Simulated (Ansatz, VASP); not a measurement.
## Na: VASP beside Ansatz

Contents of INCAR:

```
SYSTEM = Na
PREC = Accurate
ENCUT = 520
EDIFF = 1E-7
ISMEAR = -1
SIGMA = 0.05
LREAL = .FALSE.
LASPH = .TRUE.
NELM = 60
ALGO = Normal
ISIF = 2
LWAVE = .FALSE.
LCHARG = .TRUE.
LELF = .TRUE.
LVHAR = .TRUE.
NBANDS = 14
```

KPOINTS

```
regular mesh
0
G
  11 11 6
  0 0 0
```

File POSCAR:

```
Na
1.0
    3.7544022380      0.0000000000      0.0000000000
   -1.8772011190      3.2514077141      0.0000000000
    0.0000000000      0.0000000000      6.1334179065
Na
2
Direct
    0.3333333333      0.6666666667      0.2500000000
    0.6666666667      0.3333333333      0.7500000000
```

Input for Ansatz:

```yaml
crystal:
  lattice:
    - [3.754402238, 0.0, 0.0]
    - [-1.877201119, 3.2514077141, 0.0]
    - [0.0, 0.0, 6.1334179065]
  atoms:
    - { symbol: Na, position: [0.3333333333, 0.6666666667, 0.25] }
    - { symbol: Na, position: [0.6666666667, 0.3333333333, 0.75] }
kpoints:
  mp_grid: { grid: [11, 11, 6] }
  band_path:
    path:
      - [0.0, 0.0, 0.0]
      - [0.5, 0.0, 0.0]
      - [0.3333333333, 0.3333333333, 0.0]
      - [0.0, 0.0, 0.0]
      - [0.0, 0.0, 0.5]
      - [0.5, 0.0, 0.5]
      - [0.3333333333, 0.3333333333, 0.5]
      - [0.0, 0.0, 0.5]
      - [0.5, 0.0, 0.5]
    npoints: 5
scf:
  occupations: { method: fermi_dirac, width: 0.05 }
hamiltonian:
  xc: lda
  pseudopotentials: { kind: all_electron, lapw: { basis_error: 0.0005 } }
output:
  forces: true
  stress: true
  eigenvalues: true
```

Change from the starting cell: volume scaled by 0.99.

Alike in both runs: task single point; functional LDA; k mesh 11 × 11 × 6; occupations fermi-dirac, width 0.05 eV; no spin polarisation.

```csv
,VASP,Ansatz
version,VASP 6.6.1,Ansatz 0.2.0
potentials or method,"VASP PAW LDA potentials, release 64 (Na_pv)","all-electron LAPW, scalar-relativistic"
plane-wave cutoff (eV),520,see its input
```

|  | VASP | Ansatz | Ansatz less VASP |
| --- | --- | --- | --- |
| pressure (GPa) | -0.8 | -0.8 | +0.02 |
| largest component of the traceless stress (GPa) | 0.18 | 0.18 | -0.001 |

Ansatz ran all-electron here, so the differences hold the error of VASP's frozen core and of both bases.
